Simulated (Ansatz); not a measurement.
## Hf: the change of pressure and largest V_zz with volume scale

Results calculated with Ansatz 0.2.0, not measured. Periodic Kohn-Sham DFT of a crystal at fixed atoms, scaled to volume_scale times the given cell; pressure positive in compression, energy less spherical unpolarised free atoms, largest_vzz the field gradient of largest size among the nuclei.

The cell before it is scaled or strained (space group P6_3/mmc, No. 194):
```
cell vectors (Å)
   3.1967     0.0000     0.0000
  -1.5983     2.7684     0.0000
   0.0000     0.0000     5.0578
atoms (fractions of the cell vectors)
Hf  0.33333  0.66667  0.25000
Hf  0.66667  0.33333  0.75000
```

Settings of every row: method all-electron PAW; functional PBE; relativity scalar; k mesh 13x13x7; filling fermi-dirac; smearing width 0.05 eV; nucleus gaussian.

Atom start moment: 0 on all atoms.

Limits: field gradient without spin-orbit coupling on heavy atoms; no gap: field gradients move with the k mesh; no spin-orbit coupling on heavy atoms.

| row | volume scale | V (Å³/atom) | pressure (GPa) | largest V_zz (1e21 V/m^2) |
| --- | --- | --- | --- | --- |
| 1 | 0.94 | 21.037 | 8.38 | 10.516 |
| 2 | 0.96 | 21.485 | 5.629 | 10.073 |
| 3 | 0.98 | 21.933 | 3.108 | 9.595 |
| 4 | 0.99 | 22.156 | 1.929 | 9.342 |
| 5 | 1.01 | 22.604 | -0.28 | 8.816 |
| 6 | 1.02 | 22.828 | -1.313 | 8.549 |
| 7 | 1.04 | 23.275 | ? | ? |

Question: what pressure and largest V_zz should row 7 give?

Worked fit of pressure. Take u = (V_r/V)^(2/3) − 1 with V_r = 22.044 Å³ an atom, which is twice the finite (Eulerian) strain; such expansions in the strain, on which the Birch-Murnaghan equation of state is built, carry the rest volume and the bulk modulus. The shown rows have u = 0.03166, 0.01727, 0.00337, -0.00337, -0.01659, -0.02303. Least squares give pressure = 2.515 + 174.253 × u + 347.87 × u² GPa; a straight line predicts inner rows, each left out in turn, worse (root mean square 0.11 against 0.0026 GPa). The rows lie off it by -0.001, 0.001, 0.002, -0.003, 0.000, 0.001. The pressure vanishes at u = -0.0149, or V = 22.55 Å³ an atom, and there the bulk modulus at fixed shape and fractions is B = −V dP/dV = (2/3)(1 + u) dP/du = 108 GPa. Letting shape and atoms relax would as a rule lower it, by much in layered, chain or molecular crystals. The withheld row has u = -0.03558, so the fit gives 2.515 + 174.253 × (-0.03558) + 347.87 × (-0.03558)² = -3.245 GPa.

The calculation gave -3.248 GPa. The fit lies 0.003 GPa (0.026 % of the column's range) above it; its largest miss of a shown row is 0.003 GPa. This row lies beyond the range of the fit.

Worked fit of largest V_zz. Take t = volume scale − 0.98. The shown rows have t = -0.04, -0.02, 0, 0.01, 0.03, 0.04. Least squares give largest V_zz = 9.5937 − 24.639 × t − 38.72 × t² 1e21 V/m^2; a straight line predicts inner rows, each left out in turn, worse (root mean square 0.027 against 0.0035 1e21 V/m^2). The rows lie off it by -0.001, 0.002, 0.001, -0.001, -0.004, 0.003. The withheld row has t = 0.06, so the fit gives 9.5937 − 24.639 × (0.06) − 38.72 × (0.06)² = 7.976 1e21 V/m^2.

The calculation gave 8.008 1e21 V/m^2. The fit lies 0.032 1e21 V/m^2 (1.3 % of the column's range) below it; its largest miss of a shown row is 0.004 1e21 V/m^2. This row lies beyond the range of the fit.
